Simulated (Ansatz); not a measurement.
# GeSb4Te4: a one-atom displacement scan

This session takes GeSb4Te4 and sets out to map the energy as atom 8 (Te) is pushed off its site.

Computed with Ansatz 0.2.0 (DFT PBEsol, scalar-relativistic, plane waves, PAW, unless a step's input says otherwise).

2 further runs of the same task are left out: 2 set aside as unsound or not needed. Runs told in other sessions of the task aren't counted.

### Step 1. The system as given

Symmetry: P-3m1, No. 164, trigonal system. The conventional cell has a = 4.267 Å, b = 4.267 Å, c = 17.007 Å, α = 90.00°, β = 90.00°, γ = 120.00°. Ge (site symmetry -3m) is surrounded by 6 Te at 2.96 Å. Sb (site symmetry 3m) is surrounded by 3 Sb at 2.92 Å and 3 Te at 3.44 Å. Sb (site symmetry 3m) has 6 Te at 3.00 to 3.15 Å in its first shell of neighbours. Around Te (site symmetry 3m) lie 3 Ge at 2.96 Å and 3 Sb at 3.15 Å. Te (site symmetry 3m) is surrounded by 6 Sb at 3.00 to 3.44 Å.

Structure file:

```cif
data_structure
_symmetry_space_group_name_H-M 'P-3m1'
_symmetry_Int_Tables_number 164
_cell_length_a 4.2666
_cell_length_b 4.2666
_cell_length_c 17.0067
_cell_angle_alpha 90.000
_cell_angle_beta 90.000
_cell_angle_gamma 120.000
_cell_volume 268.11
loop_
_atom_site_label
_atom_site_type_symbol
_atom_site_symmetry_multiplicity
_atom_site_Wyckoff_symbol
_atom_site_fract_x
_atom_site_fract_y
_atom_site_fract_z
_atom_site_occupancy
Ge1 Ge 1 a 0.00000 0.00000 0.00000 1
Sb1 Sb 2 d 0.33333 0.66667 0.54586 1
Sb2 Sb 2 d 0.66667 0.33333 0.78736 1
Te1 Te 2 d 0.33333 0.66667 0.90322 1
Te2 Te 2 c 0.00000 0.00000 0.68674 1
```

It goes back to an entry of the Materials Project, which need not be the stable form.

It is the result of an earlier relaxation at this level (volume 29.79 Å³/atom; gap on the mesh: none (metal)).

### Step 2. Zero of the scan

File input.yaml:

```yaml
crystal:
  lattice:
    - [4.2666098041, 0.0, 0.0]
    - [-2.133304902, 3.6949924784, 0.0]
    - [0.0, 0.0, 17.0067078253]
  atoms:
    - { symbol: Ge, position: [0.0, 0.0, 0.0] }
    - { symbol: Sb, position: [0.3333333333, 0.6666666667, 0.5458633004] }
    - { symbol: Sb, position: [0.6666666667, 0.3333333333, 0.4541366996] }
    - { symbol: Sb, position: [0.6666666667, 0.3333333333, 0.7873570019] }
    - { symbol: Sb, position: [0.3333333333, 0.6666666667, 0.2126429981] }
    - { symbol: Te, position: [0.3333333333, 0.6666666667, 0.903221121] }
    - { symbol: Te, position: [0.6666666667, 0.3333333333, 0.096778879] }
    - { symbol: Te, position: [0.0, 0.0, 0.6867444036] }
    - { symbol: Te, position: [0.0, 0.0, 0.3132555964] }
basis:
  ecutwfc: 420
kpoints:
  mp_grid: { grid: [12, 12, 4] }
hamiltonian:
  xc: pbesol
scf:
  occupations: { method: gaussian, width: 0.15 }
output:
  forces: true
  stress: true
  eigenvalues: true
```

Run with:

```console
$ ansatz run input.yaml --threads 2 --pin off --max-ram 5120MiB --backend cpu --events-out ev --progress --plain --runs-dir out
```

The program printed (excerpt; [...] marks lines left out):

```text
Warning: RAYON_NUM_THREADS=2 ignored (pool sized by the plan → 2); use --threads N
[...]
Pseudopotentials: kind: paw
Pseudopotential: Ge, paw, valence charge 14, recommended cutoff 420 eV (normal), Ge.paw.azcp
Pseudopotential: Sb, paw, valence charge 15, recommended cutoff 420 eV (normal), Sb.paw.azcp
Pseudopotential: Te, paw, valence charge 16, recommended cutoff 420 eV (normal), Te.paw.azcp
Functional definition: PBEsol
[...]
Crystal: 9 atoms, lattice volume = 268.112 Å³
Basis set: ecut = 420 eV, 5235 PW (Γ), exchange–correlation on 60×60×240 points (8 copies of the dense FFT grid, shifted against one another)
Bands: 83, of which v1, the nominal top of the filled ones, is band 69 counted from 1 (68 counted from 0)
Symmetry: 12 space group operations
Space group: P-3m1 (ITA 164), of the structure as read, at distance tolerance 6.4e-5 Å
k-points: 69 of 576
[...]
SCF iter   1: F=—  HF=-57492.666320 eV  |F-HF|=—  |Δ(HF+E_count)|=         —  Δρ=2.31e-3  dr2=1.97e-2  ethr=1.77e-3  ⟨swp⟩=7.6  Hψ=22755  notcnv=0
[...]
SCF iter  10: F=-57492.654962 eV  HF=-57492.654962 eV  |F-HF|=1.01e-8  |Δ(HF+E_count)|=   3.11e-8  Δρ=1.08e-6  dr2=1.46e-8  ethr=7.25e-11  ⟨swp⟩=10.1  Hψ=24773  notcnv=0
[...]
SCF converged after 10 iterations
Free energy (F): -57492.654962 eV
[...]
E sigma→0 (E₀):  -57492.651197 eV
Entropy (-TS):   -0.007528 eV (-0.836 meV/atom)
Fermi energy:    9.912506 eV
[...]
--- Forces (eV/Å), atoms counted from 1 ---
  atom   1  Ge     0.00000000     0.00000000     0.00000000
  atom   2  Sb    -0.00000000     0.00000000    -0.00715156
  atom   3  Sb     0.00000000    -0.00000000     0.00715156
  atom   4  Sb    -0.00000000    -0.00000000     0.00126907
  atom   5  Sb     0.00000000     0.00000000    -0.00126907
  atom   6  Te     0.00000000    -0.00000000    -0.00094201
  atom   7  Te    -0.00000000     0.00000000     0.00094201
  atom   8  Te     0.00000000    -0.00000000    -0.00137881
[...]
--- Stress (GPa, compression-positive) ---
        0.001401       0.000000      -0.000000
        0.000000       0.001401       0.000000
       -0.000000       0.000000      -0.051910
  P = ⅓ Tr σ = -0.0164 GPa (-0.164 kbar)
--- Band table (eV; the first three rows and the last of 69) ---
[...]
```

Wall time 24 s (2 threads of Intel Xeon 6975P-C (Granite Rapids), shared host); peak memory 1.3 GiB.

Reference values: F = -57492.6550 eV; pressure -0.02 GPa; largest force 0.007 eV/Å; gap on the mesh 0.02 eV.

### Step 3. Setting up a one-atom displacement scan

Atom 8 (Te) is moved by x along the Cartesian unit vector (0.000, -0.821, 0.570); the cell and all other atoms stay fixed. Forces below are components along that vector, summed over the moved atoms. In a periodic cell its images move with it.

### Step 4. At x = -0.200 Å

Edit input.yaml of step 2 so:

```diff
@@ -13,3 +13,3 @@
     - { symbol: Te, position: [0.6666666667, 0.3333333333, 0.096778879] }
-    - { symbol: Te, position: [0.0, 0.0, 0.6867444036] }
+    - { symbol: Te, position: [0.0222273942, 0.0444547883, 0.680035336] }
     - { symbol: Te, position: [0.0, 0.0, 0.3132555964] }
```

Run with:

```console
$ ansatz run input.yaml --threads 2 --pin off --max-ram 5120MiB --backend cpu --events-out ev --progress --plain --runs-dir out
```

The program printed (excerpt; [...] marks lines left out):

```text
Warning: RAYON_NUM_THREADS=2 ignored (pool sized by the plan → 2); use --threads N
[...]
Pseudopotentials: kind: paw
Pseudopotential: Ge, paw, valence charge 14, recommended cutoff 420 eV (normal), Ge.paw.azcp
Pseudopotential: Sb, paw, valence charge 15, recommended cutoff 420 eV (normal), Sb.paw.azcp
Pseudopotential: Te, paw, valence charge 16, recommended cutoff 420 eV (normal), Te.paw.azcp
Functional definition: PBEsol
[...]
Crystal: 9 atoms, lattice volume = 268.112 Å³
Basis set: ecut = 420 eV, 5235 PW (Γ), exchange–correlation on 60×60×240 points (8 copies of the dense FFT grid, shifted against one another)
Bands: 83, of which v1, the nominal top of the filled ones, is band 69 counted from 1 (68 counted from 0)
Symmetry: 2 space group operations
Space group: Cm (ITA 8), of the structure as read, at distance tolerance 6.4e-5 Å
k-points: 164 of 576 (time reversal used)
[...]
SCF converged after 10 iterations
Free energy (F): -57492.583332 eV
[...]
E sigma→0 (E₀):  -57492.578881 eV
Entropy (-TS):   -0.008903 eV (-0.989 meV/atom)
Fermi energy:    9.894606 eV
[...]
--- Forces (eV/Å), atoms counted from 1 ---
  atom   1  Ge    -0.00000000    -0.04878042     0.04544923
  atom   2  Sb     0.00000000     0.04704904    -0.05719158
  atom   3  Sb     0.00000000     0.09119517    -0.06237046
  atom   4  Sb     0.00000000     0.23024764    -0.38857884
  atom   5  Sb    -0.00000000    -0.00476796     0.02227509
  atom   6  Te     0.00000000     0.09090254    -0.06493600
  atom   7  Te     0.00000000     0.04901295    -0.04910132
  atom   8  Te    -0.00000000    -0.43967200     0.55034429
[...]
--- Stress (GPa, compression-positive) ---
       -0.168016      -0.000000       0.000000
       -0.000000      -0.199387       0.209575
        0.000000       0.209575      -0.444229
  P = ⅓ Tr σ = -0.2705 GPa (-2.705 kbar)
--- Band table (eV; the first three rows and the last of 164) ---
[...]
```

It took 93 s on 2 threads of Intel Xeon 6975P-C (Granite Rapids), shared host; peak memory 2.4 GiB.

### Step 5. x = 0.150 Å

Edit input.yaml of step 4 so:

```diff
@@ -13,3 +13,3 @@
     - { symbol: Te, position: [0.6666666667, 0.3333333333, 0.096778879] }
-    - { symbol: Te, position: [0.0222273942, 0.0444547883, 0.680035336] }
+    - { symbol: Te, position: [-0.0166705456, -0.0333410912, 0.6917762043] }
     - { symbol: Te, position: [0.0, 0.0, 0.3132555964] }
```

Run with:

```console
$ ansatz run input.yaml --threads 2 --pin off --max-ram 5120MiB --backend cpu --events-out ev --progress --plain --runs-dir out
```

The program printed (excerpt; [...] marks lines left out):

```text
Warning: RAYON_NUM_THREADS=2 ignored (pool sized by the plan → 2); use --threads N
[...]
Pseudopotentials: kind: paw
Pseudopotential: Ge, paw, valence charge 14, recommended cutoff 420 eV (normal), Ge.paw.azcp
Pseudopotential: Sb, paw, valence charge 15, recommended cutoff 420 eV (normal), Sb.paw.azcp
Pseudopotential: Te, paw, valence charge 16, recommended cutoff 420 eV (normal), Te.paw.azcp
Functional definition: PBEsol
[...]
Crystal: 9 atoms, lattice volume = 268.112 Å³
Basis set: ecut = 420 eV, 5235 PW (Γ), exchange–correlation on 60×60×240 points (8 copies of the dense FFT grid, shifted against one another)
Bands: 83, of which v1, the nominal top of the filled ones, is band 69 counted from 1 (68 counted from 0)
Symmetry: 2 space group operations
Space group: Cm (ITA 8), of the structure as read, at distance tolerance 6.4e-5 Å
k-points: 164 of 576 (time reversal used)
[...]
SCF converged after 10 iterations
Free energy (F): -57492.603168 eV
[...]
E sigma→0 (E₀):  -57492.599380 eV
Entropy (-TS):   -0.007576 eV (-0.842 meV/atom)
Fermi energy:    9.898423 eV
[...]
--- Forces (eV/Å), atoms counted from 1 ---
  atom   1  Ge     0.00000000     0.06336373    -0.04274034
  atom   2  Sb    -0.00000000    -0.02225316     0.00118321
  atom   3  Sb    -0.00000000    -0.04112376     0.03817032
  atom   4  Sb    -0.00000000    -0.34333653     0.44945443
  atom   5  Sb     0.00000000     0.01808576    -0.02665333
  atom   6  Te    -0.00000000    -0.12921202     0.06301264
  atom   7  Te    -0.00000000    -0.05709096     0.04313947
  atom   8  Te     0.00000000     0.51739887    -0.53800474
[...]
--- Stress (GPa, compression-positive) ---
        0.073293       0.000000      -0.000000
        0.000000       0.526541      -0.514103
       -0.000000      -0.514103       0.443643
  P = ⅓ Tr σ = 0.3478 GPa (3.478 kbar)
--- Band table (eV; the first three rows and the last of 164) ---
[...]
```

Run time: 94 s. Hardware: 2 threads of Intel Xeon 6975P-C (Granite Rapids), shared host; peak memory 2.4 GiB.

### Step 6. At x = -0.100 Å

Edit input.yaml of step 5 so:

```diff
@@ -13,3 +13,3 @@
     - { symbol: Te, position: [0.6666666667, 0.3333333333, 0.096778879] }
-    - { symbol: Te, position: [-0.0166705456, -0.0333410912, 0.6917762043] }
+    - { symbol: Te, position: [0.0111136971, 0.0222273942, 0.6833898698] }
     - { symbol: Te, position: [0.0, 0.0, 0.3132555964] }
```

Run with:

```console
$ ansatz run input.yaml --threads 2 --pin off --max-ram 5120MiB --backend cpu --events-out ev --progress --plain --runs-dir out
```

The program printed (excerpt; [...] marks lines left out):

```text
Warning: RAYON_NUM_THREADS=2 ignored (pool sized by the plan → 2); use --threads N
[...]
Pseudopotentials: kind: paw
Pseudopotential: Ge, paw, valence charge 14, recommended cutoff 420 eV (normal), Ge.paw.azcp
Pseudopotential: Sb, paw, valence charge 15, recommended cutoff 420 eV (normal), Sb.paw.azcp
Pseudopotential: Te, paw, valence charge 16, recommended cutoff 420 eV (normal), Te.paw.azcp
Functional definition: PBEsol
[...]
Crystal: 9 atoms, lattice volume = 268.112 Å³
Basis set: ecut = 420 eV, 5235 PW (Γ), exchange–correlation on 60×60×240 points (8 copies of the dense FFT grid, shifted against one another)
Bands: 83, of which v1, the nominal top of the filled ones, is band 69 counted from 1 (68 counted from 0)
Symmetry: 2 space group operations
Space group: Cm (ITA 8), of the structure as read, at distance tolerance 6.4e-5 Å
k-points: 164 of 576 (time reversal used)
[...]
SCF converged after 10 iterations
Free energy (F): -57492.635940 eV
[...]
E sigma→0 (E₀):  -57492.631943 eV
Entropy (-TS):   -0.007994 eV (-0.888 meV/atom)
Fermi energy:    9.906060 eV
[...]
--- Forces (eV/Å), atoms counted from 1 ---
  atom   1  Ge    -0.00000000    -0.02939167     0.02361415
  atom   2  Sb     0.00000000     0.01873881    -0.02443299
  atom   3  Sb     0.00000000     0.04041195    -0.02328499
  atom   4  Sb     0.00000000     0.14031000    -0.22024849
  atom   5  Sb    -0.00000000    -0.00488370     0.01191127
  atom   6  Te     0.00000000     0.05689141    -0.03483551
  atom   7  Te     0.00000000     0.02834832    -0.02479284
  atom   8  Te    -0.00000000    -0.24599714     0.29199166
[...]
--- Stress (GPa, compression-positive) ---
       -0.075254      -0.000000       0.000000
       -0.000000      -0.160671       0.170923
        0.000000       0.170923      -0.288645
  P = ⅓ Tr σ = -0.1749 GPa (-1.749 kbar)
--- Band table (eV; the first three rows and the last of 164) ---
[...]
```

Run time: 100 s. Hardware: 2 threads of Intel Xeon 6975P-C (Granite Rapids), shared host; peak memory 2.4 GiB.

### Step 7. Results of the scan

The scan, with free energies counted from the undisturbed cell:

| x (Å) | ΔE (meV/cell) | force on the moved atoms (eV/Å) | pressure (GPa) | gap on the mesh (eV) |
| --- | --- | --- | --- | --- |
| -0.200 | 71.6 | 0.675 | -0.3 | 0.00 |
| -0.100 | 19.0 | 0.369 | -0.2 | 0.00 |
| 0.000 | 0.0 | -0.001 | 0.0 | 0.02 |
| 0.150 | 51.8 | -0.732 | 0.3 | 0.00 |

### Step 8. Outcome

```
                                                        quantity       value
force constant along x, from the points at -0.100, 0 and 0.150 Å  4.17 eV/Å²
```

What this shows: The restoring force grows by 4.17 eV/Å per Å near the site; for the mass of Te against a rigid frame that is a vibration of about 94 cm⁻¹. The step of 0.15 Å is wide, so anharmonic terms mix in. The undisturbed cell stays the lowest of the sampled points. The runs treat Sb, Te without spin-orbit coupling.
